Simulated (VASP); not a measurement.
# CdO in VASP: work function with PBEsol

Aim: the work function of CdO with PBEsol.

Everything below comes from runs of VASP 6.6.1. Logs are shortened: lines on timing, memory, paths and dates and some standing lists are left out, and cuts for length are marked.

**1. Starting point**

The cell holds a slab with vacuum, 8 atoms: a = 3.323 Å, b = 3.323 Å, c = 23.049 Å, α = 90.00°, β = 90.00°, γ = 90.00°.

**2. Work function, PBEsol**

Input file INCAR:

```
SYSTEM = CdO
ALGO     = Normal         ! electronic algorithm
DIPOL    = 0.5 0.5 0.500
EDIFF    = 1E-7           ! SCF threshold, eV
ENCUT    = 520            ! plane-wave cutoff, eV
GGA      = PS             ! functional
IDIPOL   = 3            
ISIF     = 2              ! what is computed and relaxed
ISMEAR   = 1              ! smearing method
KPAR     = 8            
LASPH    = .True.         ! aspherical terms in the spheres
LCHARG   = .True.         ! write CHGCAR
LDIPOL   = .True.       
LREAL    = .False.        ! projectors in reciprocal space
LVACPOTAV= .True.       
LVHAR    = .True.       
LWAVE    = .False.        ! write WAVECAR
NELM     = 60             ! most SCF steps
PREC     = Accurate       ! precision mode
SIGMA    = 0.1            ! smearing width, eV
```

Input file KPOINTS:

```
k-points
0
Gamma
  10 10 1
  0 0 0
```

Input file POSCAR:

```
CdO                                     
1.0
    3.3226947650      0.0000000000      0.0000000000
    0.0000000000      3.3226947650      0.0000000000
    0.0000000000      0.0000000000     23.0485000000
  Cd              O             
     4     4
Direct
     0.5000000000000000    0.5000000000000000    0.3475369200346239
     0.0000000000000000    0.0000000000000000    0.4486760571822700
     0.5000000000000000    0.5000000000000000    0.5513239428177300
     0.0000000000000000    0.0000000000000000    0.6524630799653760
     0.0000000000000000    0.0000000000000000    0.3464580325604220
     0.5000000000000000    0.5000000000000000    0.4491634880896035
     0.0000000000000000    0.0000000000000000    0.5508365119103965
     0.5000000000000000    0.5000000000000000    0.6535419674395779
```

Potentials or basis: VASP PAW PBE potentials, release 64 (Cd, O).

Started as:

```
> cat potpaw_PBE.64/Cd/POTCAR potpaw_PBE.64/O/POTCAR > POTCAR
> mpirun -np 8 vasp_std > vasp.out
```

OUTCAR:

```text
SYSTEM = CdO
   EDIFF = 1E-7
   ENCUT = 520
   GGA = PS
   ISIF = 2
   ISMEAR = 1
   LASPH = .True.
   LREAL = .False.
   NELM = 60
   PREC = Accurate

 ion  position               nearest neighbor table
   1  0.500  0.500  0.348-   6 2.34   5 2.35   5 2.35   5 2.35   5 2.35   2 3.31   2 3.31   2 3.31
                             2 3.31
   2  0.000  0.000  0.449-   6 2.35   6 2.35   6 2.35   6 2.35   7 2.35   5 2.36   1 3.31   1 3.31
                             1 3.31   1 3.31   3 3.33   3 3.33   3 3.33   3 3.33
   3  0.500  0.500  0.551-   7 2.35   7 2.35   7 2.35   7 2.35   6 2.35   8 2.36   4 3.31   4 3.31
                             4 3.31   4 3.31   2 3.33   2 3.33   2 3.33   2 3.33
   4  0.000  0.000  0.652-   7 2.34   8 2.35   8 2.35   8 2.35   8 2.35   3 3.31   3 3.31   3 3.31
                             3 3.31
   5  0.000  0.000  0.346-   1 2.35   1 2.35   1 2.35   1 2.35   2 2.36
   6  0.500  0.500  0.449-   1 2.34   2 2.35   2 2.35   2 2.35   2 2.35   3 2.35
   7  0.000  0.000  0.551-   4 2.34   3 2.35   3 2.35   3 2.35   3 2.35   2 2.35
   8  0.500  0.500  0.654-   4 2.35   4 2.35   4 2.35   4 2.35   3 2.36

  LATTYP: Found a simple tetragonal cell.
 ALAT       =     3.3226947650
 C/A-ratio  =     6.9366889318

  Lattice vectors:

 A1 = (   3.3226947650,   0.0000000000,   0.0000000000)
 A2 = (   0.0000000000,   3.3226947650,   0.0000000000)
 A3 = (   0.0000000000,   0.0000000000,  23.0485000000)

Analysis of symmetry for initial positions (statically):
=====================================================================
 Subroutine PRICEL returns:
 Original cell was already a primitive cell.

 Routine SETGRP: Setting up the symmetry group for a
 simple tetragonal supercell.

 Subroutine GETGRP returns: Found 16 space group operations
 (whereof  8 operations were pure point group operations)
 out of a pool of 16 trial point group operations.

The static configuration has the point symmetry C_4v.
 The point group associated with its full space group is D_4h.

Analysis of symmetry for dynamics (positions and initial velocities):
=====================================================================
 Subroutine PRICEL returns:
 Original cell was already a primitive cell.

 Routine SETGRP: Setting up the symmetry group for a
 simple tetragonal supercell.

 Subroutine GETGRP returns: Found 16 space group operations
 (whereof  8 operations were pure point group operations)
 out of a pool of 16 trial point group operations.

The dynamic configuration has the point symmetry C_4v.
 The point group associated with its full space group is D_4h.

 Subroutine INISYM returns: Found 16 space group operations
 (whereof  8 operations are pure point group operations),
 and found     1 'primitive' translations

----------------------------------------------------------------------------------------

                                     Primitive cell

  volume of cell :     254.4624

  direct lattice vectors                    reciprocal lattice vectors
     3.322694765  0.000000000  0.000000000     0.300960537  0.000000000  0.000000000
     0.000000000  3.322694765  0.000000000     0.000000000  0.300960537  0.000000000
     0.000000000  0.000000000 23.048500000     0.000000000  0.000000000  0.043386771

  length of vectors
     3.322694765  3.322694765 23.048500000     0.300960537  0.300960537  0.043386771

  position of ions in fractional coordinates (direct lattice)
     0.500000000  0.500000000  0.347536920
     0.000000000  0.000000000  0.448676057
     0.500000000  0.500000000  0.551323943
     0.000000000  0.000000000  0.652463080
     0.000000000  0.000000000  0.346458033
     0.500000000  0.500000000  0.449163488
     0.000000000  0.000000000  0.550836512
     0.500000000  0.500000000  0.653541967

  ion indices of the primitive-cell ions
   primitive index   ion index
                 1           1
                 2           2
                 3           3
                 4           4
                 5           5
                 6           6
                 7           7
                 8           8

----------------------------------------------------------------------------------------

 KPOINTS: k-points

Automatic generation of k-mesh.
 Grid dimensions read from file:
 generate k-points for:   10   10    1

 Generating k-lattice:

  Cartesian coordinates                     Fractional coordinates (reciprocal lattice)
     0.030096054  0.000000000  0.000000000     0.100000000  0.000000000  0.000000000
     0.000000000  0.030096054  0.000000000     0.000000000  0.100000000  0.000000000
     0.000000000  0.000000000  0.043386771     0.000000000  0.000000000  1.000000000

  Length of vectors
     0.030096054  0.030096054  0.043386771

  Shift w.r.t. Gamma in fractional coordinates (k-lattice)
     0.000000000  0.000000000  0.000000000

 Subroutine IBZKPT returns following result:
 ===========================================

 Found     21 irreducible k-points:

 Following reciprocal coordinates:
            Coordinates               Weight
  0.000000  0.000000  0.000000      1.000000
  0.100000  0.000000  0.000000      4.000000
  0.200000  0.000000  0.000000      4.000000
  0.300000  0.000000  0.000000      4.000000
  0.400000  0.000000  0.000000      4.000000
  0.500000  0.000000  0.000000      2.000000
[... 13 lines left out ...]
  0.500000  0.400000  0.000000      4.000000
  0.500000  0.500000  0.000000      1.000000
   k-points           NKPTS =     21   k-points in BZ     NKDIM =     21   number of bands    NBANDS=     43
   number of dos      NEDOS =    301   number of ions     NIONS =      8
   total plane-waves  NPLWV = 141120
   dimension x,y,z NGX =    28 NGY =   28 NGZ =  180
   dimension x,y,z NGXF=    56 NGYF=   56 NGZF=  360
   ions per type =               4   4
   NGX,Y,Z   is equivalent  to a cutoff of  14.01, 14.01, 12.98 a.u.
   NGXF,Y,Z  is equivalent  to a cutoff of  28.02, 28.02, 25.97 a.u.
 SYSTEM =  CdO
   PREC   = accura    normal or accurate (medium, high low for compatibility)
   ISTART =      0    job   : 0-new  1-cont  2-samecut
   ICHARG =      2    charge: 1-file 2-atom 10-const
   ISPIN  =      1    spin polarized calculation?
   LNONCOLLINEAR =      F non collinear calculations
   LSORBIT =      F    spin-orbit coupling
   LASPH  =      T    aspherical Exc in radial PAW
   ENCUT  =  520.0 eV  38.22 Ry    6.18 a.u.   6.18  6.18 42.85*2*pi/ulx,y,z
   NELM   =     60;   NELMIN=  2; NELMDL= -5     # of ELM steps
   EDIFF  = 0.1E-06   stopping-criterion for ELM
   LREAL  =      F    real-space projection
   EDIFFG = 0.1E-05   stopping-criterion for IOM
   NSW    =      0    number of steps for IOM
   IBRION =     -1    ionic relax: 0-MD 1-quasi-New 2-CG
   NFREE  =      0    steps in history (QN), initial steepest desc. (CG)
   ISIF   =      2    stress and relaxation
   ISYM   =      2    0-nonsym 1-usesym 2-fastsym
   POTIM  = 0.5000    time-step for ionic-motion
   TEBEG  =    0.0;   TEEND  =   0.0 temperature during run
   PSTRESS=    0.0 pullay stress
   NELECT =      72.0000    total number of electrons
   NUPDOWN=      -1.0000    fix difference up-down
   EMIN   =  10.00;   EMAX   =-10.00  energy-range for DOS
   EFERMI =   0.00;   METHOD = LEGACY
   ISMEAR =     1;   SIGMA  =   0.10  broadening in eV -4-tet -1-fermi 0-gaus
   EFERMI_NEDOS =   21; number of points for ismear=-14 and -15
   IALGO  =     38    algorithm
   IMIX   =      4    mixing-type and parameters
     AMIX     =   0.40;   BMIX     =  1.00
     AMIX_MAG =   1.60;   BMIX_MAG =  1.00
  volume/ion in A,a.u.               =      31.81       214.65
  Fermi-wavevector in a.u.,A,eV,Ry     =   1.074759  2.031000 15.716187  1.155107
  Thomas-Fermi vector in A             =   2.210596
   LORBIT       =      0    0 simple, 1 ext, 2 COOP (PROOUT), +10 PAW based schemes
   GGA     = PS    functional components
   LHFCALC =     F    Hartree Fock is set to
   AEXX    =    0.0000 exact exchange contribution
   IVDW    =     0    specifies the selected vdW correction
   LEPSILON=     F    determine dielectric tensor
   LRPA    =     F    only Hartree local field effects (RPA)
 non-spin polarized calculation
 Methfessel and Paxton  Order N= 1 SIGMA  =   0.10
  energy-cutoff  :      520.00
  volume of cell :      254.46
 maximum number of plane-waves:      6904
 NGX is ok and might be reduce to    28
   NGX = 13   NGY = 13   NGZ = 85

 dipolmoment           0.000000      0.000000      0.000000 electrons x Angstroem

 number of electron      72.0000022 magnetization

 dipolmoment           0.000000      0.000000     -0.000000 electrons x Angstroem

 Free energy of the ion-electron system (eV)
  ---------------------------------------------------
  ext. energy  EPLUGINS =         0.00000000
  ---------------------------------------------------
  free energy    TOTEN  =       -33.08743009 eV

  energy without entropy =      -33.08768650  energy(sigma->0) =      -33.08751556

 E-fermi :  -2.1452     XC(G=0):  -5.4655

 val. band max:       -2.1684904840   @ k =   0.5000   0.0000   0.0000
 cond. band min:      -1.7398443664   @ k =   0.1000   0.0000   0.0000
 fundamental gap:      0.4286461176
 Fermi energy:        -2.1451819833

 k-point     1 :       0.0000    0.0000    0.0000
  band No.  band energies     occupation
      1     -19.3400      2.00000
      2     -19.0419      2.00000
      3     -18.7751      2.00000
      4     -18.7394      2.00000
      5      -9.3731      2.00000
      6      -9.3461      2.00000
[... 35 lines left out ...]
     42       2.6543      0.00000
     43       3.5280      0.00000

 k-point     2 :       0.1000    0.0000    0.0000
  band No.  band energies     occupation
      1     -19.2948      2.00000
      2     -19.0042      2.00000
      3     -18.7434      2.00000
      4     -18.7144      2.00000
      5      -9.3581      2.00000
      6      -9.3344      2.00000
[... 35 lines left out ...]
     42       2.8013      0.00000
     43       3.6606      0.00000

 k-point     3 :       0.2000    0.0000    0.0000
  band No.  band energies     occupation
      1     -19.1703      2.00000
      2     -18.9038      2.00000
      3     -18.6596      2.00000
      4     -18.6488      2.00000
      5      -9.3732      2.00000
      6      -9.3571      2.00000
[... 35 lines left out ...]
     42       3.2608      0.00000
     43       4.0450      0.00000

 k-point     4 :       0.3000    0.0000    0.0000
  band No.  band energies     occupation
      1     -18.9986      2.00000
      2     -18.7800      2.00000
      3     -18.5672      2.00000
      4     -18.5554      2.00000
      5      -9.4993      2.00000
      6      -9.4907      2.00000
[... 725 lines left out ...]
     42       5.4856      0.00000
     43       5.9843      0.00000

 k-point    20 :       0.5000    0.4000    0.0000
  band No.  band energies     occupation
      1     -18.7528      2.00000
      2     -18.7528      2.00000
      3     -18.5090      2.00000
      4     -18.5090      2.00000
      5      -9.3083      2.00000
      6      -9.3083      2.00000
[... 35 lines left out ...]
     42       5.8381      0.00000
     43       6.2011      0.00000

 k-point    21 :       0.5000    0.5000    0.0000
  band No.  band energies     occupation
      1     -18.7569      2.00000
      2     -18.7569      2.00000
      3     -18.5148      2.00000
      4     -18.5148      2.00000
      5      -9.3177      2.00000
      6      -9.3177      2.00000
[... 35 lines left out ...]
     42       6.2914      0.00000
     43       6.4012      0.00000

------------------------ aborting loop because EDIFF is reached ----------------------------------------

  FORCE on cell =-STRESS in cart. coord.  units (eV):
  Direction    XX          YY          ZZ          XY          YZ          ZX
  --------------------------------------------------------------------------------------
  -------------------------------------------------------------------------------------
  Total       -3.8431679     -3.8431679      0.0130543      0.0000000      0.0000000     -0.0000000
  in kB      -24.1978276    -24.1978276      0.0821943      0.0000000      0.0000000     -0.0000000
  external PRESSURE =     -16.1044870 kB  Pullay stress =       0.0000000 kB

 VOLUME and BASIS-vectors are now :
 -----------------------------------------------------------------------------
  energy-cutoff  :      520.00
  volume of cell :      254.46
      direct lattice vectors                 reciprocal lattice vectors
     3.322694765  0.000000000  0.000000000     0.300960537  0.000000000  0.000000000
     0.000000000  3.322694765  0.000000000     0.000000000  0.300960537  0.000000000
     0.000000000  0.000000000 23.048500000     0.000000000  0.000000000  0.043386771

 POSITION                                       TOTAL-FORCE (eV/Angst)
 -----------------------------------------------------------------------------------
      1.66135      1.66135      8.01020         0.000000     -0.000000     -0.007400
      0.00000      0.00000     10.34131        -0.000000      0.000000     -0.004231
      1.66135      1.66135     12.70719        -0.000000     -0.000000      0.004231
      0.00000      0.00000     15.03830        -0.000000      0.000000      0.007400
      0.00000      0.00000      7.98534        -0.000000     -0.000000     -0.004076
      1.66135      1.66135     10.35254         0.000000      0.000000     -0.006094
      0.00000      0.00000     12.69596        -0.000000     -0.000000      0.006094
      1.66135      1.66135     15.06316        -0.000000      0.000000      0.004076
 -----------------------------------------------------------------------------------
    total drift:                                0.000000      0.000000     -0.000000

  FREE ENERGIE OF THE ION-ELECTRON SYSTEM (eV)
  ---------------------------------------------------
  free  energy   TOTEN  =       -33.0874300906 eV

  energy  without entropy=      -33.0876865019  energy(sigma->0) =      -33.08751556

 vacuum level on the upper side and lower side of the slab         2.805         2.805
```

Run time: 2.2 min. Hardware: 8 MPI ranks of Intel Xeon Platinum 8259CL at 2.50GHz (Skylake/Cascade Lake), shared host; peak memory 0.47 GiB.

Results:

| Item | Value |
| --- | --- |
| Free energy | -33.0874 eV |
| Largest force | 0.007 eV/Å |
| Band gap on the k mesh | none (metal or under the smearing width) |
| Work function of the upper face | 4.95 eV |
| Work function of the lower face | 4.95 eV |

Forces in eV/Å, atoms in the order of the input:
```
Cd   0.000  0.000 -0.007
Cd   0.000  0.000 -0.004
Cd   0.000  0.000  0.004
Cd   0.000  0.000  0.007
O    0.000  0.000 -0.004
O    0.000  0.000 -0.006
O    0.000  0.000  0.006
O    0.000  0.000  0.004
```

Caveat: the PAW data sets were made with another functional, which shifts forces and pressure a little.
